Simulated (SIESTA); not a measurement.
FeO (Wuestite):

```
Fe O
1.0
     0.00000    2.15540    2.15540
     2.15540    0.00000    2.15540
     2.15540    2.15540    0.00000
Fe O
1 1
Direct
  0.00000 0.00000 0.00000
  0.50000 0.50000 0.50000
```

```yaml
Program: SIESTA 5.4.2
Task: relaxation of cell and atoms
Functional: LDA
Potentials_or_basis: PseudoDojo 0.4 standard (LDA files)
Basis: DZP (energy shift 0.003 Ry; two zetas on semicore shells)
Grid_cutoff: 800 Ry
Energy_shift: 0.003 Ry
k_mesh: 8 × 8 × 8
Occupations: fermi-dirac, width 0.05 eV
Spin: collinear spin, ferromagnetic start
Starting_moments: "[3.0, 0.0] μB"
```

At the start: pressure -14.7 GPa; volume 10.01 Å³/atom.

Task: How do energy, volume and symmetry change on relaxing?

Result: Over 3 steps the energy falls by 35.1 meV/atom and the volume is 9.26 Å³/atom (-7.6 %); space group Fm-3m (No. 225, to 0.05 Å); moment 3.95 μB per cell.

Step by step:
```csv
step,energy change (eV),largest force (eV/Å),pressure (GPa),volume (Å³)
1,0.0000,0.0000,-14.73,20.03
2,-0.0321,0.0000,-11.25,19.64
3,-0.0701,0.0000,0.36,18.51
```

Final structure:
```
Fe O
1.0
     0.00000    2.09968    2.09968
     2.09968    0.00000    2.09968
     2.09968    2.09968    0.00000
Fe O
1 1
Direct
  0.00000 0.00000 0.00000
  0.50000 0.50000 0.50000
```

Caveat: short orbitals over semicore shells can move pressures by several GPa; the basis of atomic orbitals isn't converged, which shifts pressures, moduli and gaps; a cell with one magnetic atom can't hold antiferromagnetic order, which such compounds often take.
